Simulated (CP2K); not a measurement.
Input of a CP2K 2026.2 run:

The input cdse_bands.inp:

```
&GLOBAL
  PROJECT cdse_bands
  RUN_TYPE ENERGY_FORCE
  PRINT_LEVEL LOW
&END GLOBAL
&FORCE_EVAL
  METHOD QS
  STRESS_TENSOR ANALYTICAL
  &DFT
    BASIS_SET_FILE_NAME BASIS_MOLOPT_UZH
    POTENTIAL_FILE_NAME POTENTIAL_UZH
    &MGRID
      CUTOFF 450
      REL_CUTOFF 60
      NGRIDS 5
    &END MGRID
    &QS
      METHOD GPW
      EPS_DEFAULT 1.0E-9
    &END QS
    &KPOINTS
      SCHEME MONKHORST-PACK 7 7 4
      GAMMA_CENTERED T
      SYMMETRY T
      SYMMETRY_BACKEND SPGLIB
    &END KPOINTS
    &SCF
      SCF_GUESS ATOMIC
      EPS_SCF 1.0E-6
      MAX_SCF 100
      ADDED_MOS 14
      CHOLESKY OFF
      EPS_EIGVAL 1.0E-7
      &DIAGONALIZATION ON
        ALGORITHM STANDARD
      &END DIAGONALIZATION
      &MIXING ON
        METHOD BROYDEN_MIXING
        ALPHA 0.4
        BETA 1.5
        NBUFFER 8
      &END MIXING
      &SMEAR ON
        METHOD FERMI_DIRAC
        ELECTRONIC_TEMPERATURE 580.23
      &END SMEAR
    &END SCF
    &XC
      &XC_FUNCTIONAL
        &GGA_X_PBE_SOL
        &END GGA_X_PBE_SOL
        &GGA_C_PBE_SOL
        &END GGA_C_PBE_SOL
      &END XC_FUNCTIONAL
    &END XC
    &PRINT
      &KPOINTS ON
      &END KPOINTS
      &MULLIKEN ON
      &END MULLIKEN
      &MO ON
        ENERGIES T
        OCCUPATION_NUMBERS T
        &EACH
          QS_SCF 0
        &END EACH
        ADD_LAST NUMERIC
      &END MO
      &BAND_STRUCTURE
        FILE_NAME bands.bs
        ADDED_MOS 2
        &KPOINT_SET
          UNITS B_VECTOR
          NPOINTS 10
          SPECIAL_POINT GAMMA 0.00000000 0.00000000 0.00000000
          SPECIAL_POINT M 0.50000000 0.00000000 0.00000000
          SPECIAL_POINT K 0.33333333 0.33333333 0.00000000
          SPECIAL_POINT GAMMA 0.00000000 0.00000000 0.00000000
          SPECIAL_POINT A 0.00000000 0.00000000 0.50000000
          SPECIAL_POINT L 0.50000000 0.00000000 0.50000000
          SPECIAL_POINT H 0.33333333 0.33333333 0.50000000
          SPECIAL_POINT A 0.00000000 0.00000000 0.50000000
        &END KPOINT_SET
        &KPOINT_SET
          UNITS B_VECTOR
          NPOINTS 10
          SPECIAL_POINT L 0.50000000 0.00000000 0.50000000
          SPECIAL_POINT M 0.50000000 0.00000000 0.00000000
        &END KPOINT_SET
        &KPOINT_SET
          UNITS B_VECTOR
          NPOINTS 10
          SPECIAL_POINT K 0.33333333 0.33333333 0.00000000
          SPECIAL_POINT H 0.33333333 0.33333333 0.50000000
        &END KPOINT_SET
      &END BAND_STRUCTURE
    &END PRINT
  &END DFT
  &SUBSYS
    &CELL
      A 4.3000000000 0.0000000000 0.0000000000
      B -2.1500000000 3.7239092363 0.0000000000
      C 0.0000000000 0.0000000000 7.0200000000
      PERIODIC XYZ
    &END CELL
    &COORD
      Cd  2.1500000002 1.2413030786 3.5100000000
      Cd  -0.0000000002 2.4826061577 0.0000000000
      Se  2.1500000002 1.2413030786 6.2127000000
      Se  -0.0000000002 2.4826061577 2.7027000000
    &END COORD
    &KIND Cd
      BASIS_SET TZVP-MOLOPT-PBE-GTH-q12
      POTENTIAL GTH-PBE-q12
    &END KIND
    &KIND Se
      BASIS_SET TZVP-MOLOPT-PBE-GTH-q6
      POTENTIAL GTH-PBE-q6
    &END KIND
    &PRINT
      &ATOMIC_COORDINATES ON
      &END ATOMIC_COORDINATES
      &CELL ON
      &END CELL
    &END PRINT
  &END SUBSYS
  &PRINT
    &FORCES ON
    &END FORCES
    &STRESS_TENSOR ON
    &END STRESS_TENSOR
  &END PRINT
&END FORCE_EVAL
```

Potentials or basis: POTENTIAL_UZH Cd GTH-PBE-q12, Se GTH-PBE-q6; TZVP-MOLOPT-PBE-GTH basis.

Command:

```sh
$ OMP_NUM_THREADS=1 mpirun -n 4 cp2k.psmp -i cdse_bands.inp -o cdse_bands.out
```

Q: Estimate the band gap along the path.

A: 0.54 eV, direct.

Q: Estimate the largest force.

A: 0.303 eV/Å.

Forces in eV/Å, atoms in the order of the input:
```
Cd   0.000  0.000  0.303
Cd   0.000  0.000  0.303
Se   0.000  0.000 -0.303
Se   0.000  0.000 -0.303
```

Caveat: the potentials were made for another functional, which shifts forces and pressure; the basis of atomic orbitals isn't converged, which shifts pressures, moduli and gaps.

**Measured values to compare with.**

From a printed reference work, data compilation, for a bulk crystal of CdSe at 2 K: band gap 1.841 eV.

Measured gap of CdSe: 1.841 eV (2 K; a printed reference work, data compilation). This calculation gives 0.54 eV (-1.30 eV). So large a miss can be the level of theory's own, or it may mean another phase, state or a wrong row. Spin-orbit coupling on Cd, Se is left out. The value is that of PBEsol in an atomic basis (POTENTIAL_UZH Cd GTH-PBE-q12, Se GTH-PBE-q6; TZVP-MOLOPT-PBE-GTH basis), whose error adds to the functional's,, without temperature or zero-point motion. Semilocal functionals fall short of measured gaps as a rule.
